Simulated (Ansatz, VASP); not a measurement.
# Cross-check of C (Diamond) between VASP and Ansatz, part 2 of 2

Aim: how closely do two programs agree when they are given the same cell, functional and k mesh? The cell is taken from a series of VASP runs on this material, whose earlier steps may have relaxed, scaled or displaced it; both programs get it as it stands.

VASP 6.6.1 and Ansatz 0.2.0.

So far: The structure; VASP: relaxation of cell and atoms, r2SCAN; Ansatz: relaxation of cell and atoms, r2SCAN.

### Step 4. Differences

Known differences besides the potentials themselves: VASP keeps PBE cores, Ansatz makes them for the functional; both relaxations stop at a tolerance, which leaves soft axes loose, and VASP keeps its plane-wave basis; the cutoff is 500 eV in Ansatz and 520 eV in VASP; Ansatz adds a Pulay correction to the stress that steers its cell, VASP none. Total energies have different zeros and are not compared.

The two programs side by side:

```csv
quantity,Ansatz,VASP,difference
volume (Å³),11.28,11.31,-0.24 %
"edge a after relaxation, in the typed setting (Å)",2.518,2.520,-0.08 %
```

The walks stopped with 0.00 GPa left in Ansatz and 0.06 GPa in VASP; each walk ends within a tolerance, so the volume difference is uncertain by about these residues over the bulk modulus, most in soft cells.

### Step 5. Ansatz: relaxation of cell and atoms, PBE with D3(BJ)

The relaxed volume is the usual yardstick between codes: its relative difference is about their pressure difference at one cell divided by the bulk modulus. The cell compared in this pair holds 11.27 Å³, against 11.31 Å³ for the pair before.

The cell is taken from a series of VASP runs on this material, whose earlier steps may have relaxed, scaled or displaced it; both programs get it as it stands.

File input.yaml:

```yaml
crystal:
  lattice:
    - [0.0, 1.7794662533, 1.7794662533]
    - [1.7794662533, 0.0, 1.7794662533]
    - [1.7794662533, 1.7794662533, 0.0]
  atoms:
    - { symbol: C, position: [0.75, 0.75, 0.75] }
    - { symbol: C, position: [0.5, 0.5, 0.5] }
hamiltonian:
  xc: pbe
  pseudopotentials: { kind: paw }
  dispersion: d3bj
kpoints:
  mp_grid: { grid: [10, 10, 10] }
scf:
  occupations: { method: gaussian, width: 0.03 }
relax:
  f_tol: 0.01
  max_steps: 60
  cell: { stress_tol: 0.05 }
output:
  forces: true
  stress: true
```

On the command line:

```bash
ansatz run input.yaml --threads 4 --pin off --max-ram 9216MiB --backend cpu --events-out ev --progress --plain --runs-dir out
```

Numbers of over 12 decimals in the logs are rounded to 6 here.

The log of the run:

```text
[...]
Crystal: 2 atoms, lattice volume = 11.269 Å³
Basis set: ecut = 420 eV, 229 PW (Γ), exchange–correlation on 36×36×36 points (8 copies of the dense FFT grid, shifted against one another)
Bands: 8, of which v1, the nominal top of the filled ones, is band 4 counted from 1 (3 counted from 0)
Symmetry: 48 space group operations
[...]
k-points: 47 of 1000
[...]
0.000000      -0.013230       0.000000
       -0.000000       0.000000      -0.013230
  P = ⅓ Tr σ = -0.0132 GPa (-0.132 kbar)
--- Relaxed structure (3 steps of the walk, 3 accepted, 1 SCFs on fresh bases) ---
[...]
cell:  # Å, volume = 11.2506 Å³
    - [0, 1.778476, 1.778476]
    - [1.778476, 0, 1.778476]
    - [1.778476, 1.778476, 0]
  atoms:
    - { symbol: C, position: [0.750000, 0.750000, 0.750000] }
    - { symbol: C, position: [0.500000, 0.500000, 0.500000] }
[key lines of the parts left out:]
SCF converged after 7 iterations
Free energy (F): -501.999228 eV
Fermi energy:    15.563293 eV
```

Elapsed: 1.2 s, on 4 threads of Arm Neoverse N1, shared host; peak memory 0.23 GiB.

### Step 6. VASP: relaxation of cell and atoms, PBE with D3(BJ)

The same cell, functional, mesh and smearing now go to VASP, with its own data sets and cutoff.

File INCAR:

```
SYSTEM = C
PREC = Accurate
ENCUT = 520
EDIFF = 1E-06
NELM = 100
ISMEAR = 0
SIGMA = 0.03
LREAL = .FALSE.
ALGO = Normal
GGA = PE
IVDW = 12
NBANDS = 10
LORBIT = 11
LWAVE = .FALSE.
LCHARG = .FALSE.
KPAR = 8
IBRION = 2
NSW = 50
ISIF = 3
EDIFFG = -0.006
```

File POSCAR:

```
C
1.0
    0.0000000000      1.7794662533      1.7794662533
    1.7794662533      0.0000000000      1.7794662533
    1.7794662533      1.7794662533      0.0000000000
C
2
Direct
    0.7500000000      0.7500000000      0.7500000000
    0.5000000000      0.5000000000      0.5000000000
```

File KPOINTS:

```
Automatic mesh
0
Gamma
10 10 10
0 0 0
```

PAW data sets: C (PBE family, release 64).

On the command line:

```bash
mpirun -np 8 vasp_std
```

The log of the run:

```text
[banner, memory and clock lines left out]
running    8 mpi-ranks, on    1 nodes
[...]
[... a notice as in an earlier step ...]

 LDA part: xc-table for (Slater+PW92), standard interpolation
 POSCAR, INCAR and KPOINTS ok, starting setup
[...]
entering main loop
       N       E                     dE             d eps       ncg     rms          rms(c)
DAV:   1     0.637330522530E+00    0.63733E+00   -0.46919E+03   974   0.755E+02
DAV:   2    -0.184956048582E+02   -0.19133E+02   -0.18519E+02  1252   0.128E+02
DAV:   3    -0.188343715320E+02   -0.33877E+00   -0.33817E+00  1124   0.138E+01
DAV:   4    -0.188349551832E+02   -0.58365E-03   -0.58362E-03  1038   0.694E-01
[...]
DAV:   9    -0.181832169969E+02   -0.33995E-04   -0.67604E-05  1138   0.700E-02    0.240E-02
DAV:  10    -0.181832367713E+02   -0.19774E-04   -0.15542E-05   972   0.380E-02    0.511E-03
DAV:  11    -0.181832368179E+02   -0.46599E-07   -0.19767E-07   854   0.444E-03
   1 F= -.18568352E+02 E0= -.18568352E+02  d E =-.185684E+02
[...]
reached required accuracy - stopping structural energy minimisation
```

From OUTCAR (step 6):

```text
 Edisp (eV)   -0.38511

  Total      -0.00323    -0.00323    -0.00323    -0.00000     0.00000     0.00000
  in kB      -0.45991    -0.45991    -0.45991    -0.00000     0.00000     0.00000
  external pressure =       -0.46 kB  Pullay stress =        0.00 kB

 POSITION                                       TOTAL-FORCE (eV/Angst)
 -----------------------------------------------------------------------------------
      2.66920      2.66920      2.66920        -0.000000     -0.000000     -0.000000
      1.77947      1.77947      1.77947         0.000000      0.000000      0.000000
 -----------------------------------------------------------------------------------
    total drift:                                0.000000     -0.000000      0.000000

  FREE ENERGIE OF THE ION-ELECTRON SYSTEM (eV)
  ---------------------------------------------------
  free  energy   TOTEN  =       -18.5683515915 eV

  energy  without entropy=      -18.5683515915  energy(sigma->0) =      -18.56835159

[... 2 parts as in an earlier step ...]

[... 2 further parts left out ...]
[key lines of the parts left out:]
E-fermi :  10.0551
```

### Step 7. Side by side

What differs besides the data sets and the points named for the pairs above, as far as they apply: the cutoff is 420 eV in Ansatz and 520 eV in VASP; VASP leaves aspherical gradient terms in its spheres out (LASPH is not set), Ansatz keeps them. Total energies have different zeros and are not compared.

The two programs side by side:

```csv
quantity,Ansatz,VASP,difference
volume (Å³),11.25,11.27,-0.17 %
"edge a after relaxation, in the typed setting (Å)",2.515,2.517,-0.06 %
```

The walks stopped with -0.01 GPa left in Ansatz and -0.05 GPa in VASP; each walk ends within a tolerance, so the volume difference is uncertain by about these residues over the bulk modulus, most in soft cells.

### Step 8. Summary of results

- difference in volume (relaxation of cell and atoms, r2SCAN): -0.24 %
- difference in volume (relaxation of cell and atoms, PBE with D3(BJ)): -0.17 %

What this shows: The difference in volume is -0.24 % (relaxation of cell and atoms, r2SCAN), within the 1.2 % picked in this series as the mark of a large difference, as far as the stopping tolerances let one tell. How closely two codes agree says nothing of how well the functional describes the real material.

[Lines on the potential files, build, host, timing and source positions are cut from VASP's logs without a mark.]

[Logs are printed without paths, hosts, clocks, repeated set-up lines and the standing remarks that a program may print on its own settings, such as how far it seeks lower states.]

[Hosts, paths, dates, database ids (printed as entryN), source tags and the programs' standing remarks are cut or masked in the printed files.]
